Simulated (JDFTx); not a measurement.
AgBr under changes of volume

One of the cells (23.644 Å³/atom); the others are scaled copies at fixed shape and fractional positions:

```
CELL_PARAMETERS angstrom
0.00000 2.87015 2.87015
2.87015 0.00000 2.87015
2.87015 2.87015 0.00000
ATOMIC_POSITIONS crystal
Ag 0.00000 0.00000 0.00000
Br 0.50000 0.50000 0.50000
```

- Program: JDFTx 1.7.0 (patched build)
- Functional: PBE
- Potentials or basis: PseudoDojo-SR-PBE-0.5-standard
- Cutoff: 1116 eV
- Density cutoff: 4463 eV
- k mesh: 8 × 8 × 8
- Occupations: fermi-dirac, width 0.05 eV
- Spin: no spin polarisation

| volume (Å³/atom) | energy over the lowest point (meV/atom) | pressure (GPa) | gap on the mesh (eV) |
| --- | --- | --- | --- |
| 22.225 | 43.90 | 5.9 | 0.67 |
| 22.698 | 28.33 | 4.5 | 0.67 |
| 23.171 | 16.63 | 3.3 | 0.67 |
| 23.644 | 8.29 | 2.2 | 0.67 |
| 24.116 | 2.97 | 1.3 | 0.68 |
| 24.589 | ? | ? | ? |
| 25.062 | 0.00 | -0.3 | 0.69 |

Q: What does the run at 24.589 Å³/atom give?

A: Energy over the lowest point 0.31 meV/atom; pressure 0.4 GPa; gap on the mesh 0.68 eV.

Worked out: A Birch-Murnaghan fit of order 3 (a polynomial in V^(-2/3)) to the other rows has its minimum at 24.89 Å³/atom with B0 = V·E''(V) = 39 GPa and B' = 5.4. It gives 0.31 meV/atom at 24.589 Å³/atom, against the run's 0.31, and -dE/dV = 0.5 GPa, against 0.4. A straight line through the other rows of the gap, of slope 0.17 eV per unit of ln V, gives 0.68 eV, against the run's 0.68.

Energies are extrapolated to zero smearing.

Caveats: the empty levels aren't tightly converged.

A mesh can miss the band edges. Spin-orbit coupling on Ag, Br is left out.
